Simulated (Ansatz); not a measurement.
FeGe:

```xyz
6
Lattice="4.9976 0.0000 0.0000 -2.4988 4.3281 0.0000 0.0000 0.0000 4.1158" Properties=species:S:1:pos:R:3 pbc="T T T"
Ge    2.4988    1.4427    2.0579
Ge    0.0000    2.8854    2.0579
Ge    0.0000    0.0000    0.0000
Fe   -1.2494    2.1640    0.0000
Fe    1.2494    2.1640    0.0000
Fe    2.4988    0.0000    0.0000
```

The cell is a database's computed one.

Alike in all runs: program Ansatz 0.2.0; functional PBEsol; potentials or basis Ansatz PAW; cutoff 420 eV (not typed: the program's choice for these potentials); k mesh 6 × 6 × 7; occupations fermi-dirac, width 0.05 eV.

The same cell was started in several ways:

```csv
start,free energy over the lowest (meV/atom),net moment (μB),site or absolute moments (μB),gap
"collinear spin, ferromagnetic start of up to 3 μB",0.0,4.26,"Ge -0.04, -0.07; Fe +1.50",none (metal or under the smearing width)
"collinear spin, ferromagnetic start of up to 4.5 μB",0.0,4.26,"Ge -0.04, -0.07; Fe +1.50",none (metal or under the smearing width)
no spin polarisation,117.9,-,-,none (metal or under the smearing width)
"collinear spin, random start of up to 3.53 μB",0.0,4.26,"Ge -0.04, -0.07; Fe +1.50",none (metal or under the smearing width)
"collinear spin, antiferromagnetic start of up to 3 μB",0.0,4.26,"Ge -0.04, -0.07; Fe +1.50",none (metal or under the smearing width)
"collinear spin, ferrimagnetic start of up to 3 μB",0.0,4.26,"Ge -0.04, -0.07; Fe +1.50",none (metal or under the smearing width)
```

Allowing spin polarisation gains 118 meV/atom. A still lower state may exist.

Caveats: the starting moments weren't kept (some runs).
